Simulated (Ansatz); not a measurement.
**Au (Fm-3m): electronic heat capacity and spin susceptibility from the density of states**

Method: Ansatz, DFT PBE, scalar-relativistic, plane waves, PAW.

Cutoff 420 eV; k points 18×18×18 on the computed 1-atom cell (Γ-centred); Gaussian smearing, width 0.10 eV; no spin polarisation.

Relaxed cell: Fm-3m, a = 4.158 Å, b = 4.158 Å, c = 4.158 Å, α = 90.00°, β = 90.00°, γ = 90.00°, 1 atom in the primitive cell.

The density of states at the Fermi level is 0.293 states/eV in the cell of 1 atom (1 formula unit; both spins, tetrahedra on a 27×27×27 mesh).

Task: What Sommerfeld coefficient and Pauli susceptibility does this give?

Result: Per formula unit N(E_F) = 0.293 states/eV. γ = (π²/3) k_B² N(E_F) N_A = 2.357 mJ/(mol K²) per state/eV, so γ = 0.7 mJ/(mol K²), a mole of formula units. χ_P = μ_B² N(E_F) N_A = 3.23×10⁻⁵ emu/mol per state/eV gives 0.9×10⁻⁵ emu/mol. This is the bare band result: a measured γ of the same phase is as a rule larger by a factor 1 + λ from phonons and spin fluctuations, the spin part of χ is larger by the Stoner factor, and a measured χ also holds orbital and core terms. N(E_F) at one energy is sensitive to the mesh where the density of states has sharp peaks.

Spin-orbit coupling is left out, which matters for the bands of heavy elements.